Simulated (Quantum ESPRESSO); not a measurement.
# W (Im-3m) in Quantum ESPRESSO: convergence with wavefunction cutoff

Aim: find how far wavefunction cutoff must go before the results for W settle, at PBEsol. This setting moves, with any that are tied to it; all else stays.

Program: Quantum ESPRESSO 7.5. These are calculated values, not measurements. Logs are shortened: lines on timing, memory, paths and dates and some standing lists are left out, and cuts for length are marked.

## 1. The structure

It takes space group Im-3m (No. 229, cubic). The conventional cell has a = 3.165 Å, b = 3.165 Å, c = 3.165 Å, α = 90.00°, β = 90.00°, γ = 90.00°. W (site symmetry m-3m) has 8 W at 2.74 Å as nearest neighbours.

## 2. With wavefunction cutoff 18 Ry

Input file pw.in:

```
&CONTROL
  calculation = 'scf'
  prefix = 'pwscf'
  outdir = './tmp'
  pseudo_dir = './pseudo'
  tprnfor = .true.
  tstress = .true.
  disk_io = 'nowf'
/
&SYSTEM
  ibrav = 0
  nat = 1
  ntyp = 1
  ecutwfc = 18
  ecutrho = 360
  nbnd = 13
  occupations = 'smearing'
  smearing = 'fd'
  degauss = 0.00367493
/
&ELECTRONS
  conv_thr = 2d-10
  electron_maxstep = 120
  mixing_beta = 0.5
/
ATOMIC_SPECIES
W    183.8400 w_pbesol_v1.2.uspp.F.UPF
CELL_PARAMETERS angstrom
  -1.5823450000    1.5823450000    1.5823450000
   1.5823450000   -1.5823450000    1.5823450000
   1.5823450000    1.5823450000   -1.5823450000
ATOMIC_POSITIONS crystal
W      0.0000000000    0.0000000000    0.0000000000
K_POINTS automatic
12 12 12 0 0 0
```

Potentials or basis: GBRV 1.5 PBEsol.

Run with:

```
OMP_NUM_THREADS=1 pw.x -in pw.in > pw.out
```

It took 5.1 s on 1 thread of AMD EPYC 7B13 (Zen 3), shared host; peak memory 0.12 GiB.

Results:

```
Free energy            : -2160.5031 eV
Pressure               : -175.9 GPa
Band gap on the k mesh : none (metal or under the smearing width)
```

## 3. With wavefunction cutoff 22 Ry

pw.in, as its differences from that of step 2:

```diff
@@ -13,3 +13,3 @@
   ntyp = 1
-  ecutwfc = 18
+  ecutwfc = 22
   ecutrho = 360
```

Potentials or basis: GBRV 1.5 PBEsol.

Run with:

```
OMP_NUM_THREADS=1 pw.x -in pw.in > pw.out
```

It took 5 s on 1 thread of AMD EPYC 7B13 (Zen 3), shared host; peak memory 0.12 GiB.

Results:

```yaml
Free_energy: -2163.3201 eV
Pressure: -40.3 GPa
Band_gap_on_the_k_mesh: none (metal or under the smearing width)
```

## 4. With wavefunction cutoff 27 Ry

pw.in, as its differences from that of step 3:

```diff
@@ -13,3 +13,3 @@
   ntyp = 1
-  ecutwfc = 22
+  ecutwfc = 27
   ecutrho = 360
```

Run with:

```
OMP_NUM_THREADS=1 pw.x -in pw.in > pw.out
```

Wall time 6.5 s (1 thread of AMD EPYC 7B13 (Zen 3), shared host); peak memory 0.12 GiB.

Results:

* Free energy: -2163.7301 eV
* Pressure: -3.8 GPa
* Band gap on the k mesh: none (metal or under the smearing width)

## 5. With wavefunction cutoff 31 Ry

pw.in, as its differences from that of step 4:

```diff
@@ -13,3 +13,3 @@
   ntyp = 1
-  ecutwfc = 27
+  ecutwfc = 31
   ecutrho = 360
```

Run with:

```
OMP_NUM_THREADS=1 pw.x -in pw.in > pw.out
```

It took 6.2 s on 1 thread of AMD EPYC 7B13 (Zen 3), shared host; peak memory 0.12 GiB.

Results:

| Item | Value |
| --- | --- |
| Free energy | -2163.7422 eV |
| Pressure | -3.8 GPa |
| Band gap on the k mesh | none (metal or under the smearing width) |

## 6. With wavefunction cutoff 36 Ry

pw.in, as its differences from that of step 5:

```diff
@@ -13,3 +13,3 @@
   ntyp = 1
-  ecutwfc = 31
+  ecutwfc = 36
   ecutrho = 360
```

Potentials or basis: GBRV 1.5 PBEsol.

Run with:

```
OMP_NUM_THREADS=1 pw.x -in pw.in > pw.out
```

Wall time 6.5 s (1 thread of AMD EPYC 7B13 (Zen 3), shared host); peak memory 0.12 GiB.

It converged, with:

```
Free energy            : -2163.8039 eV
Pressure               : -6.5 GPa
Band gap on the k mesh : none (metal or under the smearing width)
```

## 7. With wavefunction cutoff 40 Ry

pw.in, as its differences from that of step 6:

```diff
@@ -13,3 +13,3 @@
   ntyp = 1
-  ecutwfc = 36
+  ecutwfc = 40
   ecutrho = 360
```

Run with:

```
OMP_NUM_THREADS=1 pw.x -in pw.in > pw.out
```

Run time: 8.8 s. Hardware: 1 thread of AMD EPYC 7B13 (Zen 3), shared host; peak memory 0.12 GiB.

It converged, with:

```yaml
Free_energy: -2163.8647 eV
Pressure: -6.3 GPa
Band_gap_on_the_k_mesh: none (metal or under the smearing width)
```

## 8. With wavefunction cutoff 45 Ry

pw.in, as its differences from that of step 7:

```diff
@@ -13,3 +13,3 @@
   ntyp = 1
-  ecutwfc = 40
+  ecutwfc = 45
   ecutrho = 360
```

Run with:

```
OMP_NUM_THREADS=1 pw.x -in pw.in > pw.out
```

Wall time 9.7 s (1 thread of AMD EPYC 7B13 (Zen 3), shared host); peak memory 0.12 GiB.

It converged, with:

```yaml
Free_energy: -2163.9175 eV
Pressure: -4.7 GPa
Band_gap_on_the_k_mesh: none (metal or under the smearing width)
```

## 9. With wavefunction cutoff 54 Ry

pw.in, as its differences from that of step 8:

```diff
@@ -13,4 +13,4 @@
   ntyp = 1
-  ecutwfc = 45
-  ecutrho = 360
+  ecutwfc = 54
+  ecutrho = 432
   nbnd = 13
```

Potentials or basis: GBRV 1.5 PBEsol.

Run with:

```
OMP_NUM_THREADS=1 pw.x -in pw.in > pw.out
```

Wall time 13 s (1 thread of AMD EPYC 7B13 (Zen 3), shared host); peak memory 0.15 GiB.

It converged, with:

```
Free energy            : -2163.9414 eV
Pressure               : -2.8 GPa
Band gap on the k mesh : none (metal or under the smearing width)
```

## 10. With wavefunction cutoff 68 Ry

pw.in, as its differences from that of step 9:

```diff
@@ -13,4 +13,4 @@
   ntyp = 1
-  ecutwfc = 54
-  ecutrho = 432
+  ecutwfc = 68
+  ecutrho = 544
   nbnd = 13
```

Potentials or basis: GBRV 1.5 PBEsol.

Run with:

```
OMP_NUM_THREADS=1 pw.x -in pw.in > pw.out
```

pw.out:

```text
This program is part of the open-source Quantum ESPRESSO suite
     for quantum simulation of materials; please cite
[... 9 lines left out ...]
     --------------------
     sticks:   dense  smooth     PW     G-vecs:    dense   smooth      PW
     Sum        1105     553    205                22879     8151    1865

     Using Slab Decomposition

     bravais-lattice index     =            0
     lattice parameter (alat)  =       5.1792  a.u.
     unit-cell volume          =     106.9449 (a.u.)^3
     number of atoms/cell      =            1
     number of atomic types    =            1
     number of electrons       =        14.00
     number of Kohn-Sham states=           13
     kinetic-energy cutoff     =      68.0000  Ry
     charge density cutoff     =     544.0000  Ry
     scf convergence threshold =      2.0E-10
     mixing beta               =       0.5000
     number of iterations used =            8  plain     mixing
     Exchange-correlation= SLA  PW   PSX  PSC
                           (   1   4  10   8   0   0   0)

     celldm(1)=   5.179176  celldm(2)=   0.000000  celldm(3)=   0.000000
     celldm(4)=   0.000000  celldm(5)=   0.000000  celldm(6)=   0.000000

     crystal axes: (cart. coord. in units of alat)
               a(1) = (  -0.577350   0.577350   0.577350 )
               a(2) = (   0.577350  -0.577350   0.577350 )
               a(3) = (   0.577350   0.577350  -0.577350 )

     reciprocal axes: (cart. coord. in units 2 pi/alat)
               b(1) = ( -0.000000  0.866025  0.866025 )
               b(2) = (  0.866025 -0.000000  0.866025 )
               b(3) = (  0.866025  0.866025  0.000000 )

     PseudoPot. # 1 for W  read from file:
     w_pbesol_v1.2.uspp.F.UPF
     Pseudo is Ultrasoft + core correction, Zval = 14.0
     Generated by new atomic code, or converted to UPF format
     Using radial grid of  923 points,  8 beta functions with:
                l(1) =   0
                l(2) =   0
                l(3) =   0
                l(4) =   1
                l(5) =   1
                l(6) =   2
                l(7) =   2
                l(8) =   3
     Q(r) pseudized with  6 coefficients,  rinner =    1.350   1.350   1.350
                                                       1.350   1.350   1.350
                                                       1.350

     atomic species   valence    mass     pseudopotential
     W                14.00   183.84000     W ( 1.00)

     48 Sym. Ops., with inversion, found

   Cartesian axes

     site n.     atom                  positions (alat units)
         1        W      tau(   1) = (   0.0000000   0.0000000   0.0000000  )

     number of k points=    72  Fermi-Dirac smearing, width (Ry)=  0.0037
                       cart. coord. in units 2pi/alat
        k(    1) = (   0.0000000   0.0000000   0.0000000), wk =   0.0011574
        k(    2) = (   0.0721688   0.0721688   0.0000000), wk =   0.0138889
        k(    3) = (   0.1443376   0.1443376   0.0000000), wk =   0.0138889
        k(    4) = (   0.2165064   0.2165064   0.0000000), wk =   0.0138889
        k(    5) = (   0.2886751   0.2886751   0.0000000), wk =   0.0138889
        k(    6) = (   0.3608439   0.3608439   0.0000000), wk =   0.0138889
[... 64 lines left out ...]
        k(   71) = (  -0.8660254  -0.0721688  -0.0721688), wk =   0.0138889
        k(   72) = (  -0.8660254  -0.8660254  -0.8660254), wk =   0.0011574

     Dense  grid:    22879 G-vectors     FFT dimensions: (  40,  40,  40)

     Smooth grid:     8151 G-vectors     FFT dimensions: (  27,  27,  27)

     Initial potential from superposition of free atoms

     starting charge      13.8997, renormalised to      14.0000

     negative rho (up, down):  6.243E-02 0.000E+00
     Starting wfcs are   13 randomized atomic wfcs

     Self-consistent Calculation

     iteration #  1     ecut=    68.00 Ry     beta= 0.50
     Davidson diagonalization with overlap
     ethr =  1.00E-02,  avg # of iterations =  3.4

     Threshold (ethr) on eigenvalues was too large:
     Diagonalizing with lowered threshold

     Davidson diagonalization with overlap
     ethr =  4.04E-04,  avg # of iterations =  1.1

     negative rho (up, down):  6.412E-02 0.000E+00

     total energy              =    -159.04088905 Ry
     estimated scf accuracy    <       0.05771375 Ry

     iteration #  2     ecut=    68.00 Ry     beta= 0.50
     Davidson diagonalization with overlap
     ethr =  4.12E-04,  avg # of iterations =  1.9

     negative rho (up, down):  6.593E-02 0.000E+00

     total energy              =    -159.04664775 Ry
     estimated scf accuracy    <       0.00315236 Ry

     iteration #  3     ecut=    68.00 Ry     beta= 0.50
     Davidson diagonalization with overlap
     ethr =  2.25E-05,  avg # of iterations =  2.1

     negative rho (up, down):  6.684E-02 0.000E+00

     total energy              =    -159.04697398 Ry
     estimated scf accuracy    <       0.00026128 Ry

     iteration #  4     ecut=    68.00 Ry     beta= 0.50
     Davidson diagonalization with overlap
     ethr =  1.87E-06,  avg # of iterations =  1.8

     negative rho (up, down):  6.676E-02 0.000E+00

     total energy              =    -159.04698647 Ry
     estimated scf accuracy    <       0.00000740 Ry

     iteration #  5     ecut=    68.00 Ry     beta= 0.50
     Davidson diagonalization with overlap
     ethr =  5.28E-08,  avg # of iterations =  2.6

     negative rho (up, down):  6.662E-02 0.000E+00

     total energy              =    -159.04698890 Ry
     estimated scf accuracy    <       0.00000008 Ry

     iteration #  6     ecut=    68.00 Ry     beta= 0.50
     Davidson diagonalization with overlap
     ethr =  6.02E-10,  avg # of iterations =  3.2

     negative rho (up, down):  6.662E-02 0.000E+00

     total energy              =    -159.04698887 Ry
     estimated scf accuracy    <       0.00000014 Ry

     iteration #  7     ecut=    68.00 Ry     beta= 0.50
     Davidson diagonalization with overlap
     ethr =  6.02E-10,  avg # of iterations =  2.0

     negative rho (up, down):  6.661E-02 0.000E+00

     total energy              =    -159.04698889 Ry
     estimated scf accuracy    <          1.6E-09 Ry

     iteration #  8     ecut=    68.00 Ry     beta= 0.50
     Davidson diagonalization with overlap
     ethr =  1.15E-11,  avg # of iterations =  3.8

     negative rho (up, down):  6.661E-02 0.000E+00

     total energy              =    -159.04698889 Ry
     estimated scf accuracy    <          2.3E-10 Ry

     iteration #  9     ecut=    68.00 Ry     beta= 0.50
     Davidson diagonalization with overlap
     ethr =  1.61E-12,  avg # of iterations =  1.9

     negative rho (up, down):  6.661E-02 0.000E+00

     End of self-consistent calculation

          k = 0.0000 0.0000 0.0000 (   959 PWs)   bands (ev):

   -51.6532 -15.2109 -15.2109 -15.2109  12.8481  21.2694  21.2694  21.2694
    24.7372  24.7372  37.0219  37.0219  37.0219

          k = 0.0722 0.0722 0.0000 (   999 PWs)   bands (ev):

   -51.6443 -15.3046 -15.2402 -15.2114  13.1824  21.0692  21.2185  21.5952
    24.4375  24.7420  37.2967  37.5852  37.8149

          k = 0.1443 0.1443 0.0000 (  1001 PWs)   bands (ev):

   -51.6198 -15.5546 -15.3191 -15.2127  14.0962  20.5659  20.9667  22.5479
    24.0446  24.7886  37.7583  39.1707  39.3534

          k = 0.2165 0.2165 0.0000 (  1001 PWs)   bands (ev):

   -51.5862 -15.8837 -15.4251 -15.2145  15.2704  19.9581  20.6508  24.0469
    24.1217  24.9349  37.2513  39.0069  41.5514

          k = 0.2887 0.2887 0.0000 (  1027 PWs)   bands (ev):

   -51.5524 -16.2001 -15.5290 -15.2165  16.0776  19.4191  21.0333  24.4944
    25.1948  25.9222  35.7745  36.6845  43.4657

          k = 0.3608 0.3608 0.0000 (  1019 PWs)   bands (ev):

   -51.5276 -16.4241 -15.6038 -15.2179  16.2407  19.0584  22.3027  24.7323
    25.4829  27.7788  34.4859  34.4888  40.5008

          k =-0.4330-0.4330 0.0000 (  1024 PWs)   bands (ev):

   -51.5185 -16.5047 -15.6309 -15.2184  16.2174  18.9325  23.2025  24.6361
    25.6167  28.6756  33.5592  33.9895  39.2210

          k = 0.1443 0.0722 0.0722 (  1002 PWs)   bands (ev):

   -51.6276 -15.4768 -15.2720 -15.2341  13.8116  20.8087  20.9307  22.2884
    24.0175  24.8468  37.7647  38.6114  38.9357

          k = 0.2165 0.1443 0.0722 (  1011 PWs)   bands (ev):

   -51.5985 -15.7550 -15.3669 -15.2446  14.8999  20.2647  20.5475  23.5640
    23.8044  25.0522  38.0547  39.3012  40.2393
[... 286 lines left out ...]
          k = 0.0000-0.0722 0.6495 (  1011 PWs)   bands (ev):

   -51.4509 -16.1640 -15.9684 -15.9106  17.5145  17.7585  23.8393  23.9832
    26.9287  28.1795  34.7924  35.5868  40.6171

          k =-0.8660-0.1443-0.1443 (  1010 PWs)   bands (ev):

   -51.4436 -16.2155 -15.9986 -15.9020  17.3322  17.6426  23.8585  24.0403
    27.9151  30.4544  32.1199  34.4036  41.9123

          k =-0.7939-0.0722-0.1443 (  1009 PWs)   bands (ev):

   -51.4378 -16.1642 -16.0790 -15.9277  17.2317  17.3628  23.8472  25.7574
    27.1060  30.3926  32.7800  33.4027  41.5339

          k = 0.0000 0.0000 0.7217 (  1016 PWs)   bands (ev):

   -51.4321 -16.1147 -16.0537 -16.0537  17.0061  17.1616  25.6694  25.6694
    27.0401  28.9083  33.4896  33.4896  40.2127

          k =-0.8660-0.0722-0.0722 (  1026 PWs)   bands (ev):

   -51.4252 -16.1427 -16.0847 -16.0591  16.8495  16.9058  26.1426  26.2575
    27.7437  30.6999  31.4081  32.2456  39.8121

          k =-0.8660-0.8660-0.8660 (  1048 PWs)   bands (ev):

   -51.4185 -16.1158 -16.1158 -16.1158  16.6544  16.6544  27.6821  27.6821
    27.6821  30.7469  30.7469  30.7469  38.5573

     the Fermi energy is    22.4224 ev

!    total energy              =    -159.04698889 Ry
     estimated scf accuracy    <          6.2E-12 Ry
     smearing contrib. (-TS)   =      -0.00035946 Ry
     internal energy E=F+TS    =    -159.04662943 Ry

     The total energy is F=E-TS. E is the sum of the following terms:
     one-electron contribution =     -14.38627945 Ry
     hartree contribution      =      15.63879105 Ry
     xc contribution           =     -41.02784315 Ry
     ewald contribution        =    -119.27129788 Ry

     convergence has been achieved in   9 iterations

     negative rho (up, down):  6.661E-02 0.000E+00

     Forces acting on atoms (cartesian axes, Ry/au):

     atom    1 type  1   force =     0.00000000    0.00000000    0.00000000

     Total force =     0.000000     Total SCF correction =     0.000000

     Computing stress (Cartesian axis) and pressure

     negative rho (up, down):  6.661E-02 0.000E+00
          total   stress  (Ry/bohr**3)                   (kbar)     P=      -29.19
  -0.00019845  -0.00000000  -0.00000000          -29.19       -0.00       -0.00
  -0.00000000  -0.00019845  -0.00000000           -0.00      -29.19       -0.00
  -0.00000000  -0.00000000  -0.00019845           -0.00       -0.00      -29.19

=------------------------------------------------------------------------------=
   JOB DONE.
=------------------------------------------------------------------------------=
```

Wall time 18 s (1 thread of AMD EPYC 7B13 (Zen 3), shared host); peak memory 0.2 GiB.

What came out:

| Quantity | Value |
| --- | --- |
| Free energy | -2163.9445 eV |
| Pressure | -2.9 GPa |
| Band gap on the k mesh | none (metal or under the smearing width) |

## 11. The series at a glance

| wavefunction cutoff | energy less the tightest run, at zero smearing (meV/atom) | pressure (GPa) | SCF cycles | CPU time (s) | peak memory (GiB) |
| --- | --- | --- | --- | --- | --- |
| 18 Ry | 3441.58 | -175.90 | 9 | 5.1 | 0.12 |
| 22 Ry | 624.32 | -40.33 | 8 | 5 | 0.12 |
| 27 Ry | 214.50 | -3.76 | 8 | 6.5 | 0.12 |
| 31 Ry | 202.41 | -3.85 | 8 | 6 | 0.12 |
| 36 Ry | 140.67 | -6.51 | 8 | 6.5 | 0.12 |
| 40 Ry | 79.83 | -6.34 | 8 | 8.8 | 0.12 |
| 45 Ry | 27.00 | -4.69 | 9 | 9.6 | 0.12 |
| 54 Ry | 3.11 | -2.80 | 10 | 13 | 0.15 |
| 68 Ry | 0.00 | -2.92 | 9 | 18 | 0.2 |

Not settled before the last step: the energy (to 1 meV/atom), the pressure (to 0.1 GPa). The tightest run that finished is the yardstick and may itself not be fully converged.
